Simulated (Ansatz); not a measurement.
The cell was built from the zincblende type and relaxed in the same program; it needn't be a known or the stable phase. The listed cell was then made from it by scaling, straining or moving an atom.

CoO: DFT, PBE, PAW with Ansatz's default frozen-core files, scalar-relativistic (Ansatz 0.2.0). What sets it apart from a plain run of this crystal: volume scaled by 0.95.

```yaml
crystal:
  lattice:
    - [0.0, 2.2114218429, 2.2114218429]
    - [2.2114218429, 0.0, 2.2114218429]
    - [2.2114218429, 2.2114218429, 0.0]
  atoms:
    - { symbol: Co, position: [0.0, 0.0, 0.0], spin: 2.0 }
    - { symbol: O, position: [0.25, 0.25, 0.25] }
magnetization:
  spin_polarized: true
kpoints:
  mp_grid: { grid: [13, 13, 13] }
scf:
  occupations: { method: fermi_dirac, width: 0.05 }
hamiltonian:
  xc: pbe
  pseudopotentials: { kind: paw }
output:
  forces: true
  stress: true
  eigenvalues: true
  efg: { contact_densities: true }
```

Output (standing set-up lines are left out):

```
Crystal: 2 atoms, lattice volume = 21.629 Å³
Basis set: ecut = 420 eV, 411 PW (Γ), exchange–correlation on 48×48×48 points (8 copies of the dense FFT grid, shifted against one another)
SCF iter   1: F=—  HF=-5691.170487 eV  |F-HF|=—  |Δ(HF+E_count)|=         —  Δρ=9.08e-2 (↑9.08e-2 ↓7.92e-2)  dr2=4.13e0  dr2_m=1.42e-1  M=2.100 μB ∫|m|=2.101 μB  β_m=0.30  ethr=3.10e-3  ⟨swp⟩=5.6  Hψ=12906  notcnv=0
Mixer restart at iter 1: flushing history
preconditioner: auto → none  [metal: Δε(μ)=0.014 eV  Ē_g=13.309 eV  σ=0.050 eV  W_gap=0.07  n_scr=8 (ndim 8)  ℏωp=30.9 eV  f_vac=0.000  D(μ)=2.75/eV (n_scr^D=50)  sad-step TF]
SCF iter   2: F=—  HF=-5691.944003 eV  |F-HF|=—  |Δ(HF+E_count)|=   7.74e-1  Δρ=5.93e-2 (↑5.93e-2 ↓4.18e-2)  dr2=7.79e-1  dr2_m=3.12e-1  M=2.369 μB ∫|m|=2.371 μB  β_m=0.41  ethr=3.10e-3  ⟨swp⟩=3.0  Hψ=6929  notcnv=0  defer=61
SCF iter   3: F=—  HF=-5692.290786 eV  |F-HF|=—  |Δ(HF+E_count)|=   3.47e-1  Δρ=2.59e-2 (↑1.61e-2 ↓2.59e-2)  dr2=1.52e-1  dr2_m=3.86e-2  M=2.331 μB ∫|m|=2.334 μB  β_m=0.50  ethr=3.10e-3  ⟨swp⟩=2.0  Hψ=4997  notcnv=0  defer=74
SCF iter   4: F=—  HF=-5692.382217 eV  |F-HF|=—  |Δ(HF+E_count)|=         —  Δρ=9.32e-3 (↑7.51e-3 ↓9.32e-3)  dr2=8.65e-3  dr2_m=9.86e-3  M=2.392 μB ∫|m|=2.397 μB  β_m=0.50  ethr=6.62e-4  ⟨swp⟩=2.4  Hψ=4711  notcnv=0  defer=76
Mixer restart at iter 4: flushing history
SCF iter   5: F=—  HF=-5692.404097 eV  |F-HF|=—  |Δ(HF+E_count)|=   2.19e-2  Δρ=9.82e-3 (↑5.01e-3 ↓9.82e-3)  dr2=7.75e-3  dr2_m=7.20e-3  M=2.423 μB ∫|m|=2.428 μB  β_m=0.75  ethr=3.76e-5  ⟨swp⟩=2.4  Hψ=6106  notcnv=0  defer=97
SCF iter   6: F=—  HF=-5692.416469 eV  |F-HF|=—  |Δ(HF+E_count)|=   1.24e-2  Δρ=6.63e-3 (↑6.63e-3 ↓3.45e-3)  dr2=5.23e-3  dr2_m=3.53e-3  M=2.448 μB ∫|m|=2.453 μB  β_m=0.83  ethr=3.37e-5  ⟨swp⟩=2.0  Hψ=5615  notcnv=0  defer=97
SCF iter   7: F=—  HF=-5692.416877 eV  |F-HF|=—  |Δ(HF+E_count)|=   4.09e-4  Δρ=2.32e-3 (↑6.36e-4 ↓2.32e-3)  dr2=1.08e-3  dr2_m=1.67e-4  M=2.482 μB ∫|m|=2.487 μB  β_m=0.85  ethr=2.27e-5  ⟨swp⟩=2.0  Hψ=6118  notcnv=0  defer=106
SCF iter   8: F=—  HF=-5692.416722 eV  |F-HF|=—  |Δ(HF+E_count)|=   1.56e-4  Δρ=1.21e-3 (↑1.21e-3 ↓5.24e-4)  dr2=9.03e-5  dr2_m=1.31e-4  M=2.487 μB ∫|m|=2.492 μB  β_m=0.92  ethr=4.70e-6  ⟨swp⟩=2.6  Hψ=5780  notcnv=0  defer=106
SCF iter   9: F=—  HF=-5692.416705 eV  |F-HF|=—  |Δ(HF+E_count)|=   1.69e-5  Δρ=6.50e-4 (↑6.50e-4 ↓5.49e-4)  dr2=1.39e-4  dr2_m=2.57e-5  M=2.485 μB ∫|m|=2.489 μB  β_m=0.71  ethr=3.93e-7  ⟨swp⟩=2.0  Hψ=4182  notcnv=0  defer=106
SCF iter  10: F=—  HF=-5692.416679 eV  |F-HF|=—  |Δ(HF+E_count)|=   2.58e-5  Δρ=1.99e-4 (↑1.99e-4 ↓1.53e-4)  dr2=1.18e-5  dr2_m=2.28e-6  M=2.487 μB ∫|m|=2.491 μB  β_m=0.85  ethr=3.93e-7  ⟨swp⟩=2.0  Hψ=3814  notcnv=0  defer=106
SCF iter  11: F=—  HF=-5692.416745 eV  |F-HF|=—  |Δ(HF+E_count)|=   6.54e-5  Δρ=2.09e-5 (↑2.09e-5 ↓1.78e-5)  dr2=1.78e-7  dr2_m=3.85e-9  M=2.487 μB ∫|m|=2.492 μB  β_m=0.93  ethr=5.11e-8  ⟨swp⟩=2.0  Hψ=3801  notcnv=0  defer=106
SCF iter  12: F=—  HF=-5692.416745 eV  |F-HF|=—  |Δ(HF+E_count)|=   5.79e-8  Δρ=1.07e-5 (↑3.78e-6 ↓1.07e-5)  dr2=9.19e-9  dr2_m=9.95e-9  M=2.488 μB ∫|m|=2.492 μB  β_m=0.96  ethr=7.73e-10  ⟨swp⟩=2.2  Hψ=3865  notcnv=0  defer=106
SCF iter  13: F=-5692.416745 eV  HF=-5692.416745 eV  |F-HF|=6.91e-10  |Δ(HF+E_count)|=   1.11e-9  Δρ=2.47e-6 (↑1.04e-6 ↓2.47e-6)  dr2=8.83e-10  dr2_m=4.78e-10  M=2.488 μB ∫|m|=2.492 μB  ethr=4.00e-11  ⟨swp⟩=3.3  Hψ=9984  notcnv=0
SCF 1 converged in 13 iterations: F = -5692.416745 eV  dr2 = 8.83e-10
  greatest PAW one-centre occupation: 1.003 electrons in one spin orbital (limit 2), on the Co atom at site 0 (counted from 0), in its partial waves of l = 1
SCF converged after 13 iterations
Magnetization: 2.4876 μB (12.7438 up, 10.2562 down)
Absolute magnetization: 2.4921 μB (∫|ρ↑−ρ↓|, with the PAW one-centre terms)
Spin contamination: 0.0153 ħ² per cell (⟨S²⟩ above its minimum at these occupations)
Per-site moments (μB) at R_I (Å): [(2.014674497677596, 0.7899983414545201), (0.2554840328327022, 0.7899983414545201)]
Free energy (F): -5692.416745 eV
Harris-Foulkes:  -5692.416745 eV  (|F-HF|=6.91e-10)
Internal energy: -5692.397112 eV  (E = F + TS)
E sigma→0 (E₀):  -5692.406928 eV
Entropy (-TS):   -0.019633 eV (-9.816 meV/atom)
Fermi energy:    11.979384 eV
--- Per-component energies (eV) ---
  E_band       = -349.735419
  E_kinetic    = 621.174321
  E_local      = -3795.880239  (includes V_loc(G=0)·N_el)
  E_nonlocal   = 511.998456
  E_hartree    = 1567.928855
  E_xc         = -229.401056
  E_vxc        = -294.851860  (∫ρ·V_xc dr)
  E_paw        = -1676.248808  (= ΣΔE_a)
  E_vpaw       = -528.035145  (= ΣTr[D̂ρ^β])
  E_aug_tail   = 0.002525  (compensation charges beyond the density's cutoff)
  E_ewald      = -2691.971166
  E_smearing   = -0.019633  (= −TS)
  E_closure    = -0.000000  (closes the sum)
  Σ components = -5692.416745   (vs F -5692.416745, Δ=0.00e0)
--- Forces (eV/Å), atoms counted from 1 ---
  atom   1  Co    -0.00000000     0.00000000     0.00000000
  atom   2  O      0.00000000    -0.00000000     0.00000000
  max |Σ_I F_I| component: 9.25e-18 eV/Å
--- Stress (GPa, compression-positive) ---
        5.988427       0.000000       0.000000
       -0.000000       5.988427      -0.000000
        0.000000      -0.000000       5.988427
  P = ⅓ Tr σ = 5.9884 GPa (59.884 kbar)
--- PAW observables at the nuclei: V_zz in 10²¹ V/m², potentials from the cell's mean, atoms counted from 1 ---
  atom   1  Co V_zz =    +0.000000   η = 0.0000   by run symmetry: forbidden
            electrostatic potential = -3385.975442 V   contact ρ = 114678.425444 e/Å³   contact ρ_s (e/Å³): all electrons -1.504248, valence +3.980166
  atom   2  O  V_zz =    -0.000000   η = 0.0000   by run symmetry: forbidden
            electrostatic potential = -624.671745 V   contact ρ = 2156.904035 e/Å³   contact ρ_s (e/Å³): all electrons +1.972883, valence +2.361429
--- Band table (eV; the first three rows and the last of 168) ---
  k-point 0 ↑: bands = ["-84.4151", "-47.6948", "-47.6948", "-47.6948", "-8.5204", "5.4968", "5.4968", "5.4968", "9.8611", "9.8611", "12.2196", "12.5102", "12.5102", "12.5102", "26.5542", "26.5542", "26.5542"]
  k-point 1 ↑: bands = ["-84.4150", "-47.6964", "-47.6950", "-47.6950", "-8.4816", "5.4001", "5.5215", "5.5215", "9.8444", "9.8444", "12.0665", "12.4758", "12.4758", "12.7838", "25.9037", "26.6147", "26.6147"]
  k-point 2 ↑: bands = ["-84.4146", "-47.7009", "-47.6957", "-47.6957", "-8.3730", "5.1690", "5.5886", "5.5886", "9.8079", "9.8079", "11.6764", "12.3727", "12.3727", "13.4917", "24.4858", "26.7157", "26.7157"]
  k-point 83 ↓: bands = ["-81.8272", "-45.1947", "-45.1884", "-45.1813", "-7.1303", "5.6301", "6.2395", "7.0032", "10.9237", "11.4828", "11.8463", "12.9078", "13.3519", "19.9683", "22.6104", "23.2618", "24.5862"]
```

Semilocal functionals without U often leave such compounds metallic or with too small a gap, and the real magnetic order may differ.

Other magnetic orders may lie lower; this is the state that the run reached.
